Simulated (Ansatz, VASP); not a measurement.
# One calculation of Al, two programs

```
CELL_PARAMETERS angstrom
0.00000 2.00770 2.00770
2.00770 0.00000 2.00770
2.00770 2.00770 0.00000
ATOMIC_POSITIONS crystal
Al 0.00000 0.00000 0.00000
```

Alike in both runs: functional PBEsol; k mesh 18 × 18 × 18; occupations gaussian, width 0.1 eV; no spin polarisation.

Ansatz relaxed the structure, and its values are those at the end. VASP's run is a single point on that final structure, the one shown.

```csv
,VASP,Ansatz
version,VASP 6.6.1,Ansatz 0.2.0
potentials or method,"VASP PAW PBE potentials, release 64 (Al)","scalar-relativistic, plane waves, PAW"
plane-wave cutoff (eV),520,420
valence electrons in the cell,3,3
```

|  | VASP | Ansatz | Ansatz less VASP |
| --- | --- | --- | --- |
| gap on the k mesh at the Fermi level (eV) | none | none | - |
| pressure (GPa) | 0.0 | 0.0 | -0.06 |

A gap of «none» marks a metal or a gap that the smearing closes.

Caveats: the PAW data sets were made with another functional, which shifts forces and pressure a little (VASP).
